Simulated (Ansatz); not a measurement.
```
Zr O
1.0
     0.00000    2.53568    2.53568
     2.53568    0.00000    2.53568
     2.53568    2.53568    0.00000
Zr O
1 2
Direct
  0.00000 0.00000 0.00000
  0.25000 0.25000 0.25000
  0.75000 0.75000 0.75000
```

- orbitals: PBE
- datasets: hard PAW set made for 700 eV
- k mesh: 6×6×6
- empty bands: 316
- response cutoff: 180 eV
- wave cutoff: 700 eV
- frequencies: plasmon pole, fitted at the program's default frequency
- q → 0 term: analytic weight of Carrier, Rohra and Görling
- points solved: Γ, L, X
- band sums: cut at the band count
- spin-orbit coupling: off

Program: Ansatz. The Kohn-Sham gap (from X to Γ) is 3.39 eV.

**Question.** Estimate the linearised G0W0 gap between these edges.

**Answer.** 4.79 eV, a change of +1.41 eV. The valence edge moves by -0.59 eV (Z = 0.79) and the conduction edge by +0.82 eV (Z = 0.83).

Band sums or response are cut, so the gap isn't at its basis limit. The gap is read among the points solved; the crystal's band edges can lie elsewhere.
